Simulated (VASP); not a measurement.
Input of a VASP 6.6.1 run:

Contents of run.py:

```python
from ase.calculators.vasp import Vasp
from ase.dft.bandgap import bandgap
from ase.io import read

atoms = read('P.cif', primitive_cell=True, subtrans_included=False)
calc = Vasp(
    directory='calc',
    xc='pbesol',
    pp='PBE',
    setups='materialsproject',
    prec='Accurate',
    encut=520,
    ediff=1e-07,
    ismear=0,
    sigma=0.05,
    lreal=False,
    lasph=True,
    nelm=100,
    algo='Normal',
    isif=2,
    lwave=False,
    lcharg=True,
    lelf=True,
    lvhar=True,
    kpts=[4, 4, 5],
    gamma=True,
    nbands=30,
)
atoms.calc = calc

print('energy (eV):', atoms.get_potential_energy())
print('free energy (eV):', atoms.get_potential_energy(force_consistent=True))
print('forces (eV/A):')
print(atoms.get_forces())
print('stress (eV/A^3, Voigt):', atoms.get_stress())
print('Fermi level (eV):', calc.get_fermi_level())
gap, top, bottom = bandgap(calc)
print('band gap (eV):', gap, 'from (spin, k, band)', top, 'to', bottom)
```

The input P.cif:

```cif
data_P
_cell_length_a 9.65593579
_cell_length_b 8.58494733
_cell_length_c 5.58067091
_cell_angle_alpha 90.00000000
_cell_angle_beta 90.24355638
_cell_angle_gamma 90.00000000
_space_group_name_H-M_alt 'C2/m'
_space_group_name_Hall '-C 2y'
_space_group_IT_number 12
loop_
_space_group_symop_operation_xyz
'x,y,z'
'-x,-y,-z'
'-x,y,-z'
'x,-y,z'
'x+1/2,y+1/2,z'
'-x+1/2,-y+1/2,-z'
'-x+1/2,y+1/2,-z'
'x+1/2,-y+1/2,z'
loop_
_atom_site_label
_atom_site_type_symbol
_atom_site_symmetry_multiplicity
_atom_site_Wyckoff_symbol
_atom_site_fract_x
_atom_site_fract_y
_atom_site_fract_z
_atom_site_occupancy
P1 P 8 j 0.6474130750 0.8729257850 0.2534856300 1
P2 P 4 i 0.2850231800 0.0000000000 0.4280157100 1
P3 P 4 i 0.1567541300 0.0000000000 0.7489777000 1
```

Potentials or basis: VASP PAW PBE potentials, release 64 (P).

Run with:

```console
$ python run.py
```

Question: Estimate the pressure.

Answer: 0.5 GPa.

Question: What does it give for the band gap on the k mesh?

Answer: 3.09 eV, indirect (least direct gap 3.42 eV).

Question: Estimate the largest force.

Answer: 0.487 eV/Å.

Forces on the atoms (eV/Å):
```
P   -0.208 -0.391 -0.150
P    0.208 -0.391  0.150
P    0.208  0.391  0.150
P   -0.208  0.391 -0.150
P   -0.011  0.000 -0.487
P    0.011  0.000  0.487
P   -0.398  0.000  0.147
P    0.398  0.000 -0.147
```

Caveat: the PAW data sets were made with another functional, which shifts forces and pressure a little; an odd mesh through Γ misses points on the zone boundary, where band edges often lie.
